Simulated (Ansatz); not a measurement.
BP, DFT, PBE, PAW with Ansatz's default frozen-core files, scalar-relativistic (Ansatz 0.2.0), run on 1 thread of Intel(R) Xeon(R) Platinum 8259CL CPU @ 2.50GHz (Skylake/Cascade Lake) on a shared host.

The cell was built from the WC type and relaxed in the same program, and has space group P-6m2; it needn't be a known or the stable phase.

Command: `ansatz run input.yaml --threads 1 --pin off --max-ram 2048MiB --backend cpu --events-out ev --progress --plain --runs-dir out`

```yaml
crystal:
  lattice:
    - [3.0095726219, 0.0, 0.0]
    - [-1.5047863109, 2.6063663451, 0.0]
    - [0.0, 0.0, 2.6617970824]
  atoms:
    - { symbol: B, position: [0.0, 0.0, 0.0] }
    - { symbol: P, position: [0.3333333333, 0.6666666667, 0.5] }
kpoints:
  mp_grid: { grid: [13, 13, 11] }
  band_path:
    path:
      - [0.0, 0.0, 0.0]
      - [0.5, 0.0, 0.0]
      - [0.3333333333, 0.3333333333, 0.0]
      - [0.0, 0.0, 0.0]
      - [0.0, 0.0, 0.5]
      - [0.5, 0.0, 0.5]
      - [0.3333333333, 0.3333333333, 0.5]
      - [0.0, 0.0, 0.5]
      - [0.5, 0.0, 0.5]
    npoints: 14
scf:
  occupations: { method: fermi_dirac, width: 0.08 }
hamiltonian:
  xc: pbe
  pseudopotentials: { kind: paw }
output:
  forces: true
  stress: true
  eigenvalues: true
  efg: { contact_densities: true }
  populations: true
  bader: true
  dos: { projected: true, de: 0.2, e_range: [-14, 8] }
  write_density: true
  write_potential: true
  elf: true
  volumetric_format: npy
```

How large is the problem that the program sets up?

126 irreducible k-points, 393 plane waves at Γ, 8 bands.

About how long does it take, and how much memory does it use?

25 s of wall time for 6 SCF iterations, with a peak of 0.41 GiB. Times on shared machines scatter by tens of per cent.

And the same cell and mesh by all-electron LAPW, asked for forces, stress, eigenvalues, fatbands, populations, dos and the same band path, on the same hardware?

17 s, peak memory 0.31 GiB.

And the same cell and mesh by all-electron PAW (datasets made for this crystal), asked for forces, stress, eigenvalues, efg and the same band path, on the same hardware?

12 s, peak memory 0.43 GiB.
